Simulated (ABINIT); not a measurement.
# SrO (Fm-3m) in ABINIT: further runs

Aim: see how the results for SrO move with the level of theory and the settings. Levels: BLYP, BLYP+D3(BJ), AM05, LDA, PBEsol. Tasks: band structure, equation of state.

Program: ABINIT 10.8.3 (patched build). These are calculated values, not measurements. Logs are shortened: lines on timing, memory, paths and dates and some standing lists are left out, and cuts for length are marked. The log counts tension as positive stress, the text compression.

## 1. The structure

It takes space group Fm-3m (No. 225, cubic). The conventional cell has a = 5.133 Å, b = 5.133 Å, c = 5.133 Å, α = 90.00°, β = 90.00°, γ = 90.00°. Sr (site symmetry m-3m) has 6 O at 2.57 Å as nearest neighbours. Around O (site symmetry m-3m) lie 6 Sr at 2.57 Å.

## 2. Band structure, BLYP

run.abi reads:

```
# Datasets: ground state, then fixed potential
ndtset 2

# Pseudopotentials
pp_dirpath "./"
pseudos "Sr.GGA_PBE-JTH.xml, O.GGA_PBE-JTH.xml"

# Structure
acell 3*1.0 Angstrom
rprim
     0.0000000000     2.5663000000     2.5663000000
     2.5663000000     0.0000000000     2.5663000000
     2.5663000000     2.5663000000     0.0000000000
ntypat 2
znucl 38 8
natom 2
typat 1 2
xcart
     4.8496041536     4.8496041536     4.8496041536
     0.0000000000     0.0000000000     0.0000000000

# Plane-wave basis
ecut 23.0
pawecutdg 45.0

# Exchange and correlation
ixc -106131

# Bands and occupations
occopt 3
tsmear 0.00183747

# SCF cycle
nstep 100

# Output
iomode 3
prtwf 0
prteig 0
prtebands 0
enunit 1
prtden1 1
prtvha1 1
prtvclmb1 1
prtpot1 1

# Dataset 1
kptopt1 1
ngkpt1 9 9 9
nshiftk1 1
shiftk1 0.0 0.0 0.0
nband1 12
tolvrs1 1.0e-9

# Dataset 2: bands along G-X-W-K-G-L-U-W-L-K
iscf2 -2
getden2 1
nband2 16
nbdbuf2 2
tolwfr2 1.0e-12
kptopt2 -9
ndivsm2 8
prteig2 1
kptbounds2
     0.0000000000     0.0000000000     0.0000000000
     0.5000000000     0.0000000000     0.5000000000
     0.5000000000     0.2500000000     0.7500000000
     0.3750000000     0.3750000000     0.7500000000
     0.0000000000     0.0000000000     0.0000000000
     0.5000000000     0.5000000000     0.5000000000
     0.6250000000     0.2500000000     0.6250000000
     0.5000000000     0.2500000000     0.7500000000
     0.5000000000     0.5000000000     0.5000000000
     0.3750000000     0.3750000000     0.7500000000
```

Potentials or basis: JTH PAW PBE v2.0.

Run with:

```console
$ abinit run.abi > log 2>&1
```

run.abo:

```text
.Version 10.8.3 of ABINIT
 DATASET    1 : space group Fm -3 m (#225); Bravais cF (face-center cubic)
================================================================================
 Values of the parameters that define the memory need for DATASET  1.
     intxc =       0    ionmov =       0      iscf =      17    lmnmax =      18
     lnmax =       6     mgfft =      30  mpssoang =       3    mqgrid =    3001
     natom =       2  nloc_mem =       2    nspden =       1   nspinor =       1
    nsppol =       1      nsym =      48    n1xccc =       1    ntypat =       2
    occopt =       3   xclevel =       2
       mpw =        1219          nfft =       27000          nkpt =          35
 PAW method is used; the additional fine FFT grid is defined by:
   mgfftf=        45    nfftf =     91125
================================================================================
================================================================================

 DATASET    2 : space group Fm -3 m (#225); Bravais cF (face-center cubic)
================================================================================
 Values of the parameters that define the memory need for DATASET  2.
     intxc =       0    ionmov =       0      iscf =      -2    lmnmax =      18
     lnmax =       6     mgfft =      30  mpssoang =       3    mqgrid =    3001
     natom =       2  nloc_mem =       2    nspden =       1   nspinor =       1
    nsppol =       1      nsym =      48    n1xccc =       1    ntypat =       2
    occopt =       3   xclevel =       2
       mpw =        1243          nfft =       27000          nkpt =         139
 PAW method is used; the additional fine FFT grid is defined by:
   mgfftf=        45    nfftf =     91125
================================================================================
================================================================================

--------------------------------------------------------------------------------
------------- Echo of variables that govern the present computation ------------
--------------------------------------------------------------------------------
 -outvars: echo values of preprocessed input variables --------
            acell      1.8897261259E+00  1.8897261259E+00  1.8897261259E+00 Bohr
              amu      8.76200000E+01  1.59994000E+01
             ecut      2.30000000E+01 Hartree
           enunit           1
           getden1          0
           getden2          1
             iscf1         17
             iscf2         -2
                       outvar_i_n : Printing only first  50 k-points.
              ixc     -106131
           jdtset        1    2
[... 1149 lines left out ...]
    1        2.20670          7.35633876
    2        1.41465          4.53684537

================================================================================

 ----iterations are completed or convergence reached----

 Mean square residual over all n,k,spin=   42.468E-14; max=  99.948E-14
 reduced coordinates (array xred) for    2 atoms
       0.499999999658      0.499999999658      0.499999999658
      -0.000000000342     -0.000000000342     -0.000000000342

 cartesian coordinates (angstrom) at end:
    1      2.56629999824464     2.56629999824464     2.56629999824464
    2     -0.00000000175536    -0.00000000175536    -0.00000000175536
 length scales=  1.889726125908  1.889726125908  1.889726125908 bohr
              =  1.000000000000  1.000000000000  1.000000000000 angstroms
 Eigenvalues (   eV  ) for nkpt= 139  k points:
 kpt#   1, nband= 16, wtk=  1.00000, kpt=  0.0000  0.0000  0.0000 (reduced coord)
 -27.38619   -9.99551   -8.99219   -8.99219   -8.99219    5.00316    5.00316    5.00316
   9.26776   11.29459   11.29459   11.29459   13.46811   13.46811   17.90575   28.26588
 kpt#   2, nband= 16, wtk=  1.00000, kpt=  0.0217  0.0000  0.0217 (reduced coord)
 -27.38535  -10.01697   -8.99394   -8.99394   -8.97037    4.97138    5.00067    5.00067
   9.29815   11.27080   11.31519   11.31519   13.47455   13.49586   17.94809   28.22016
 kpt#   3, nband= 16, wtk=  1.00000, kpt=  0.0435  0.0000  0.0435 (reduced coord)
 -27.38283  -10.07525   -8.99916   -8.99916   -8.91124    4.88102    4.99342    4.99342
   9.38499   11.20141   11.37660   11.37660   13.49385   13.57807   18.07309   28.14934
 kpt#   4, nband= 16, wtk=  1.00000, kpt=  0.0652  0.0000  0.0652 (reduced coord)
 -27.37868  -10.15736   -9.00775   -9.00775   -8.82866    4.74491    4.98205    4.98205
   9.51730   11.09178   11.47761   11.47761   13.52582   13.71138   18.27525   28.00760
 kpt#   5, nband= 16, wtk=  1.00000, kpt=  0.0870  0.0000  0.0870 (reduced coord)
 -27.37298  -10.25106   -9.01952   -9.01952   -8.73604    4.57979    4.96757    4.96757
   9.68187   10.94937   11.61634   11.61634   13.57023   13.89009   18.54684   27.74394
 kpt#   6, nband= 16, wtk=  1.00000, kpt=  0.1087  0.0000  0.1087 (reduced coord)
 -27.36585  -10.34756   -9.03426   -9.03426   -8.64386    4.40220    4.95115    4.95115
[... 386 lines left out ...]
 -27.21883  -11.08751   -9.56804   -9.19534   -8.28096    3.71256    4.23641    4.42437
  10.78482   12.49964   14.24822   14.61663   16.42754   18.02933   18.82339   21.44076
 kpt# 136, nband= 16, wtk=  1.00000, kpt=  0.4018  0.4018  0.6964 (reduced coord)
 -27.21542  -11.00394   -9.64038   -9.21306   -8.35408    3.81565    4.29099    4.48809
  10.56212   12.61638   14.13834   14.76063   16.33613   17.95856   19.07909   21.27266
 kpt# 137, nband= 16, wtk=  1.00000, kpt=  0.3929  0.3929  0.7143 (reduced coord)
 -27.21254  -10.92157   -9.70514   -9.22991   -8.42468    3.91359    4.34553    4.53837
  10.34561   12.75745   14.03447   14.90921   16.24334   17.90637   19.27360   21.11309
 kpt# 138, nband= 16, wtk=  1.00000, kpt=  0.3839  0.3839  0.7321 (reduced coord)
 -27.21037  -10.84483   -9.75704   -9.24540   -8.49169    4.00601    4.39930    4.57166
  10.13945   12.91646   13.93875   15.05484   16.15167   17.88860   19.32419   21.04547
 kpt# 139, nband= 16, wtk=  1.00000, kpt=  0.3750  0.3750  0.7500 (reduced coord)
 -27.20904  -10.77932   -9.79000   -9.25914   -8.55421    4.09264    4.45171    4.58577
   9.94664   13.08376   13.85385   15.18623   16.06517   17.91508   19.18289   21.12632

== END DATASET(S) ==============================================================
================================================================================

 -outvars: echo values of variables after computation  --------
            acell      1.8897261259E+00  1.8897261259E+00  1.8897261259E+00 Bohr
           etotal1    -4.7316606963E+01
            fcart1    -0.0000000000E+00 -0.0000000000E+00 -0.0000000000E+00
                      -0.0000000000E+00 -0.0000000000E+00 -0.0000000000E+00
            rprim      0.0000000000E+00  2.5663000000E+00  2.5663000000E+00
                       2.5663000000E+00  0.0000000000E+00  2.5663000000E+00
                       2.5663000000E+00  2.5663000000E+00  0.0000000000E+00
           strten1    -2.0093132168E-04 -2.0093132168E-04 -2.0093132168E-04
                       0.0000000000E+00  0.0000000000E+00  0.0000000000E+00
           xangst      2.5662999982E+00  2.5662999982E+00  2.5662999982E+00
                      -1.7553566320E-09 -1.7553564361E-09 -1.7553564361E-09
             xred      4.9999999966E-01  4.9999999966E-01  4.9999999966E-01
                      -3.4200137167E-10 -3.4200144799E-10 -3.4200144799E-10
 Calculation completed.
```

Run time: 74 s. Hardware: 1 thread of Intel Xeon Platinum 8259CL at 2.50GHz (Skylake/Cascade Lake), shared host; peak memory 0.14 GiB.

What came out:

```
Free energy                                           : -1287.5505 eV
Pressure                                              : 5.9 GPa
Band gap on the k mesh                                : 3.50 eV, indirect (least direct gap 3.58 eV)
Band gap along the path                               : 3.45 eV, indirect (least direct gap 3.52 eV)
Valence electrons inside the program's atomic spheres : Sr 7.36; O 4.54
```

Levels at the corners of the path, in eV from the valence-band top:
```tsv
point	band 4	band 5	band 6	band 7	band 8	band 9	band 10	band 11	band 12	band 13
Γ	-14.00	-14.00	0.00	0.00	0.00	4.26	6.29	6.29	6.29	8.46
X	-14.36	-14.36	-0.37	-0.07	-0.07	3.45	7.93	10.24	10.66	11.12
W	-14.67	-13.39	-1.10	-0.39	-0.39	6.17	6.17	8.73	11.13	11.41
K	-14.26	-13.56	-0.91	-0.55	-0.42	4.94	8.08	8.85	10.18	11.06
Γ	-14.00	-14.00	0.00	0.00	0.00	4.26	6.29	6.29	6.29	8.46
L	-14.08	-12.76	-2.10	-1.11	-1.11	6.71	8.75	8.91	8.91	11.98
U	-14.26	-13.56	-0.91	-0.55	-0.42	4.94	8.08	8.85	10.18	11.06
W	-14.67	-13.39	-1.10	-0.39	-0.39	6.17	6.17	8.73	11.13	11.41
L	-14.08	-12.76	-2.10	-1.11	-1.11	6.71	8.75	8.91	8.91	11.98
K	-14.26	-13.56	-0.91	-0.55	-0.42	4.94	8.08	8.85	10.18	11.06
```

Caveat: the PAW data sets were made with another functional, which shifts forces and pressure a little.

## 3. Equation of state, BLYP+D3(BJ)

run.abi reads:

```
ndtset 7
getwfk -1
scalecart1 3*0.9795861087
scalecart2 3*0.9864848297
scalecart3 3*0.9932883884
scalecart4 3*1.0000000000
scalecart5 3*1.0066227096
scalecart6 3*1.0131594038
scalecart7 3*1.0196128224

pp_dirpath "./"
pseudos "Sr.GGA_PBE-JTH.xml, O.GGA_PBE-JTH.xml"

acell 6.8583759662 6.8583759662 6.8583759662
rprim
     0.0000000000     0.7071067812     0.7071067812
     0.7071067812     0.0000000000     0.7071067812
     0.7071067812     0.7071067812     0.0000000000
ntypat 2
znucl 38 8
natom 2
typat 1 2
xred
     0.5000000000     0.5000000000     0.5000000000
     0.0000000000     0.0000000000     0.0000000000

ecut 23.0
pawecutdg 45.0

kptopt 1
ngkpt 9 9 9
nshiftk 1
shiftk 0.0 0.0 0.0

ixc -106131
vdw_xc 7

nband 12
occopt 3
tsmear 0.00183747

nstep 100
tolvrs 1.0e-9

iomode 3
prtwf 1
prtden 0
prteig 0
prtebands 0
```

Potentials or basis: JTH PAW PBE v2.0.

Run with:

```console
$ abinit run.abi > log 2>&1
```

It took 2.7 min on 1 thread of Intel Xeon Platinum 8259CL at 2.50GHz (Skylake/Cascade Lake), shared host; peak memory 0.15 GiB.

The run converged. Its results:

```
Equilibrium volume                      : 16.96 Å³/atom
Bulk modulus                            : 92 GPa
Pressure derivative of the bulk modulus : 4.5
```

Energy against volume, from the lowest point:
```csv
volume (Å³/atom),energy (meV/atom)
15.887,21.99
16.225,9.92
16.563,2.73
16.901,0.00
17.239,1.26
17.577,6.04
17.915,14.02
```

Caveat: pressures at fixed basis lie under the slope of the energies; the PAW data sets were made with another functional, which shifts forces and pressure a little. Zero-point motion and thermal expansion aren't in these numbers.

(Part 1 of 2 ends here.)
